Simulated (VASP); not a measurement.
# Al2O3 (P-3m1) in VASP: a series of runs

One crystal, Al2O3, is run at these levels: PBE; tasks: band structure, dielectric tensor, optical spectrum.

All numbers are computed with VASP 6.6.1; they aren't measurements. Logs are shortened: lines on timing, memory, paths and dates and some standing lists are left out, and cuts for length are marked.

## Step 1: Starting point

Symmetry: P-3m1, No. 164, trigonal system. The conventional cell has a = 3.017 Å, b = 3.017 Å, c = 7.575 Å, α = 90.00°, β = 90.00°, γ = 120.00°. Al (site symmetry 3m) has 4 O at 1.68 to 1.84 Å as nearest neighbours. O (site symmetry -3m) has 2 Al at 1.68 Å as nearest neighbours. O (site symmetry 3m) is surrounded by 3 Al at 1.84 Å.

Measurements of this composition are mostly on another form, of space group No. 167.

## Step 2: Band structure, PBE

The input, INCAR:

```
PREC = Accurate ; ENCUT = 900
EDIFF = 1E-6 ; ISMEAR = -1
SIGMA = 0.05 ; LREAL = F
LASPH = T ; NELM = 80
ALGO = Fast ; ISIF = 2
LWAVE = F ; LCHARG = F
GGA = PE
```

The input, KPOINTS:

```
Automatic mesh
0
Gamma
  7 7 3
```

The input, POSCAR:

```
Al2O3
1.0
    3.0174825440      0.0000000000      0.0000000000
   -1.5087412720      2.6132165386      0.0000000000
    0.0000000000      0.0000000000      7.5746360022
Al O
2 3
Direct
    0.0000000000      0.0000000000      0.7220490000
    0.0000000000      0.0000000000      0.2779510000
    0.0000000000      0.0000000000      0.5000000000
    0.6666666667      0.3333333333      0.8005460000
    0.3333333333      0.6666666667      0.1994540000
```

The input, KPOINTS_OPT:

```
path GMKGALHA,LM,KH
20
line-mode
reciprocal
 0.0000000000  0.0000000000  0.0000000000  G
 0.5000000000  0.0000000000  0.0000000000  M

 0.5000000000  0.0000000000  0.0000000000  M
 0.3333333333  0.3333333333  0.0000000000  K

 0.3333333333  0.3333333333  0.0000000000  K
 0.0000000000  0.0000000000  0.0000000000  G

 0.0000000000  0.0000000000  0.0000000000  G
 0.0000000000  0.0000000000  0.5000000000  A

 0.0000000000  0.0000000000  0.5000000000  A
 0.5000000000  0.0000000000  0.5000000000  L

 0.5000000000  0.0000000000  0.5000000000  L
 0.3333333333  0.3333333333  0.5000000000  H

 0.3333333333  0.3333333333  0.5000000000  H
 0.0000000000  0.0000000000  0.5000000000  A

 0.5000000000  0.0000000000  0.5000000000  L
 0.5000000000  0.0000000000  0.0000000000  M

 0.3333333333  0.3333333333  0.0000000000  K
 0.3333333333  0.3333333333  0.5000000000  H
```

Potentials or basis: VASP PAW PBE potentials, release 64 (Al, O_h).

Run with:

```bash
$ cat potpaw_PBE.64/Al/POTCAR potpaw_PBE.64/O_h/POTCAR > POTCAR
$ mpirun -np 1 vasp_std > vasp.out
```

OUTCAR:

```text
PREC = Accurate
   ENCUT = 900
   EDIFF = 1E-6
   ISMEAR = -1
   LREAL = F
   LASPH = T
   NELM = 80
   ISIF = 2
   GGA = PE

 ion  position               nearest neighbor table
   1  0.000  0.000  0.722-   3 1.68   4 1.84   4 1.84   4 1.84   2 3.36
   2  0.000  0.000  0.278-   3 1.68   5 1.84   5 1.84   5 1.84   1 3.36
   3  0.000  0.000  0.500-   1 1.68   2 1.68
   4  0.667  0.333  0.801-   1 1.84   1 1.84   1 1.84
   5  0.333  0.667  0.199-   2 1.84   2 1.84   2 1.84

  LATTYP: Found a hexagonal cell.
 ALAT       =     3.0174825440
 C/A-ratio  =     2.5102501478

  Lattice vectors:

 A1 = (   3.0174825440,   0.0000000000,   0.0000000000)
 A2 = (  -1.5087412720,   2.6132165386,   0.0000000000)
 A3 = (   0.0000000000,   0.0000000000,   7.5746360022)

Analysis of symmetry for initial positions (statically):
=====================================================================
 Subroutine PRICEL returns:
 Original cell was already a primitive cell.

 Routine SETGRP: Setting up the symmetry group for a
 hexagonal supercell.

 Subroutine GETGRP returns: Found 12 space group operations
 (whereof 12 operations were pure point group operations)
 out of a pool of 24 trial point group operations.

The static configuration has the point symmetry D_3d.

Analysis of symmetry for dynamics (positions and initial velocities):
=====================================================================
 Subroutine PRICEL returns:
 Original cell was already a primitive cell.

 Routine SETGRP: Setting up the symmetry group for a
 hexagonal supercell.

 Subroutine GETGRP returns: Found 12 space group operations
 (whereof 12 operations were pure point group operations)
 out of a pool of 24 trial point group operations.

The dynamic configuration has the point symmetry D_3d.

 Subroutine INISYM returns: Found 12 space group operations
 (whereof 12 operations are pure point group operations),
 and found     1 'primitive' translations

----------------------------------------------------------------------------------------

                                     Primitive cell

  volume of cell :      59.7285

  direct lattice vectors                    reciprocal lattice vectors
     3.017482544  0.000000000  0.000000000     0.331402083  0.191335082  0.000000000
    -1.508741272  2.613216539  0.000000000     0.000000000  0.382670163  0.000000000
     0.000000000  0.000000000  7.574636002     0.000000000  0.000000000  0.132019545

[... 88 lines left out ...]
   IBRION =     -1    ionic relax: 0-MD 1-quasi-New 2-CG
   NFREE  =      0    steps in history (QN), initial steepest desc. (CG)
   ISIF   =      2    stress and relaxation
   ISYM   =      2    0-nonsym 1-usesym 2-fastsym
   POTIM  = 0.5000    time-step for ionic-motion
   TEBEG  =    0.0;   TEEND  =   0.0 temperature during run
   PSTRESS=    0.0 pullay stress
   NELECT =      24.0000    total number of electrons
   NUPDOWN=      -1.0000    fix difference up-down
   EMIN   =  10.00;   EMAX   =-10.00  energy-range for DOS
   EFERMI =   0.00;   METHOD = LEGACY
   ISMEAR =    -1;   SIGMA  =   0.05  broadening in eV -4-tet -1-fermi 0-gaus
   EFERMI_NEDOS =   21; number of points for ismear=-14 and -15
   IALGO  =     68    algorithm
   IMIX   =      4    mixing-type and parameters
     AMIX     =   0.40;   BMIX     =  1.00
     AMIX_MAG =   1.60;   BMIX_MAG =  1.00
  volume/ion in A,a.u.               =      11.95        80.61
  Fermi-wavevector in a.u.,A,eV,Ry     =   1.208049  2.282882 19.856107  1.459383
  Thomas-Fermi vector in A             =   2.343669
   LORBIT       =      0    0 simple, 1 ext, 2 COOP (PROOUT), +10 PAW based schemes
   GGA     = PE    functional components
   LHFCALC =     F    Hartree Fock is set to
   AEXX    =    0.0000 exact exchange contribution
   IVDW    =     0    specifies the selected vdW correction
   LEPSILON=     F    determine dielectric tensor
   LRPA    =     F    only Hartree local field effects (RPA)
 non-spin polarized calculation
 RMM-DIIS sequential band-by-band and
  energy-cutoff  :      900.00
  volume of cell :       59.73
 maximum number of plane-waves:      3697
 NGX is ok and might be reduce to    30
   NGX = 15   NGY = 15   NGZ = 37

 number of electron      23.9999996 magnetization

 Free energy of the ion-electron system (eV)
  ---------------------------------------------------
  ext. energy  EPLUGINS =         0.00000000
  ---------------------------------------------------
  free energy    TOTEN  =       -36.23304128 eV

  energy without entropy =      -36.23304128  energy(sigma->0) =      -36.23304128

 E-fermi :   5.3315     XC(G=0):  -9.7039

 val. band max:        4.2487203912   @ k =   0.0000   0.0000   0.0000
 cond. band min:       6.5318835878   @ k =   0.0000   0.0000   0.0000
 fundamental gap:      2.2831631965
 Fermi energy:         5.3315156150

 k-point     1 :       0.0000    0.0000    0.0000
  band No.  band energies     occupation
      1     -15.3841      2.00000
      2     -15.1942      2.00000
      3     -12.6182      2.00000
      4      -1.6077      2.00000
      5      -0.2601      2.00000
      6       0.5018      2.00000
[... 357 lines left out ...]
      3     -12.1531      2.00000
      4      -2.5026      2.00000
      5      -2.1420      2.00000
      6      -1.5015      2.00000
[... 8 lines left out ...]
     15      11.8064      0.00000
     16      13.9330      0.00000

------------------------ aborting loop because EDIFF is reached ----------------------------------------

  FORCE on cell =-STRESS in cart. coord.  units (eV):
  Direction    XX          YY          ZZ          XY          YZ          ZX
  --------------------------------------------------------------------------------------
  -------------------------------------------------------------------------------------
  Total       -0.4782454     -0.4782454     -0.2467390      0.0000000      0.0000000      0.0000000
  in kB      -12.8286045    -12.8286045     -6.6186056      0.0000000      0.0000000      0.0000000
  external PRESSURE =     -10.7586048 kB  Pullay stress =       0.0000000 kB

 VOLUME and BASIS-vectors are now :
 -----------------------------------------------------------------------------
  energy-cutoff  :      900.00
  volume of cell :       59.73
      direct lattice vectors                 reciprocal lattice vectors
     3.017482544  0.000000000  0.000000000     0.331402083  0.191335082  0.000000000
    -1.508741272  2.613216539  0.000000000     0.000000000  0.382670163  0.000000000
     0.000000000  0.000000000  7.574636002     0.000000000  0.000000000  0.132019545

 POSITION                                       TOTAL-FORCE (eV/Angst)
 -----------------------------------------------------------------------------------
      0.00000      0.00000      5.46926        -0.000000      0.000000     -0.102312
      0.00000      0.00000      2.10538        -0.000000      0.000000      0.102312
      0.00000      0.00000      3.78732        -0.000000      0.000000      0.000000
      1.50874      0.87107      6.06384         0.000000      0.000000     -0.072975
     -0.00000      1.74214      1.51079        -0.000000      0.000000      0.072975
 -----------------------------------------------------------------------------------
    total drift:                                0.000000     -0.000000     -0.000000

  FREE ENERGIE OF THE ION-ELECTRON SYSTEM (eV)
  ---------------------------------------------------
  free  energy   TOTEN  =       -36.2330412819 eV

  energy  without entropy=      -36.2330412819  energy(sigma->0) =      -36.23304128
```

OSZICAR:

```text
N       E                     dE             d eps       ncg     rms          rms(c)
DAV:   1     0.216250062642E+03    0.21625E+03   -0.16716E+04   640   0.211E+03
DAV:   2    -0.150215588365E+02   -0.23127E+03   -0.22491E+03   984   0.346E+02
DAV:   3    -0.412513137484E+02   -0.26230E+02   -0.26154E+02   696   0.134E+02
DAV:   4    -0.417356683317E+02   -0.48435E+00   -0.48380E+00   896   0.190E+01
DAV:   5    -0.417435989107E+02   -0.79306E-02   -0.79301E-02   784   0.232E+00    0.141E+01
RMM:   6    -0.361550538576E+02    0.55885E+01   -0.19392E+01   682   0.308E+01    0.462E+00
RMM:   7    -0.362589353413E+02   -0.10388E+00   -0.28625E+00   765   0.122E+01    0.289E+00
RMM:   8    -0.362192453569E+02    0.39690E-01   -0.36180E-01   745   0.437E+00    0.712E-01
RMM:   9    -0.362290560519E+02   -0.98107E-02   -0.16214E-01   801   0.233E+00    0.401E-01
RMM:  10    -0.362334750988E+02   -0.44190E-02   -0.50418E-02   818   0.158E+00    0.316E-01
[... 79 further cycles ...]
DAV:   9    -0.156721968759E+04   -0.45619E-06      656
       N       E                     dE             ncg
DAV:   1     0.251844665675E+04   -0.25986E+05      640
DAV:   2    -0.117708879713E+04   -0.36955E+04      824
DAV:   3    -0.162366594178E+04   -0.44658E+03      896
DAV:   4    -0.163060384133E+04   -0.69379E+01      872
DAV:   5    -0.163071555205E+04   -0.11171E+00      904
DAV:   6    -0.163071895325E+04   -0.34012E-02      896
DAV:   7    -0.163071909151E+04   -0.13827E-03      912
DAV:   8    -0.163071909789E+04   -0.63812E-05      824
DAV:   9    -0.163071909806E+04   -0.17112E-06      736
```

It took 4.4 min on 1 thread of Intel Xeon 6975P-C (Granite Rapids), shared host; peak memory 0.25 GiB.

Results:

```yaml
Free_energy: -36.2330 eV
Pressure: -1.1 GPa
Largest_force: 0.102 eV/Å
Band_gap_on_the_k_mesh: 2.28 eV, direct
Band_gap_along_the_path: 2.28 eV, direct
```

Forces in eV/Å, atoms in the order of the input:
```
Al   0.000  0.000 -0.102
Al   0.000  0.000  0.102
O    0.000  0.000  0.000
O    0.000  0.000 -0.073
O    0.000  0.000  0.073
```

Levels at the corners of the path, in eV from the valence-band top:
```csv
point,band 10,band 11,band 12,band 13,band 14,band 15
Γ,-2.36,0.00,0.00,2.28,4.27,7.35
M,-3.13,-1.77,-0.48,4.60,6.19,8.17
M,-3.13,-1.77,-0.48,4.60,6.19,8.17
K,-3.50,-1.41,-1.41,6.75,6.75,7.71
K,-3.50,-1.41,-1.41,6.75,6.75,7.71
Γ,-2.36,0.00,0.00,2.28,4.27,7.35
Γ,-2.36,0.00,0.00,2.28,4.27,7.35
A,-3.11,0.00,0.00,3.23,3.32,8.11
A,-3.11,0.00,0.00,3.23,3.32,8.11
L,-3.36,-1.70,-0.48,5.04,5.60,8.10
L,-3.36,-1.70,-0.48,5.04,5.60,8.10
H,-3.43,-1.48,-1.48,6.76,6.76,7.72
H,-3.43,-1.48,-1.48,6.76,6.76,7.72
A,-3.11,0.00,0.00,3.23,3.32,8.11
L,-3.36,-1.70,-0.48,5.04,5.60,8.10
M,-3.13,-1.77,-0.48,4.60,6.19,8.17
K,-3.50,-1.41,-1.41,6.75,6.75,7.71
H,-3.43,-1.48,-1.48,6.76,6.76,7.72
```

Caveat: the cutoff is under 1.25 times the usual one of these potentials, so pressure, stress and relaxed cells hold a basis-set (Pulay) error. PBE gaps usually lie below the measured ones, often by a third to a half.

(Part 1 of 3 ends here.)
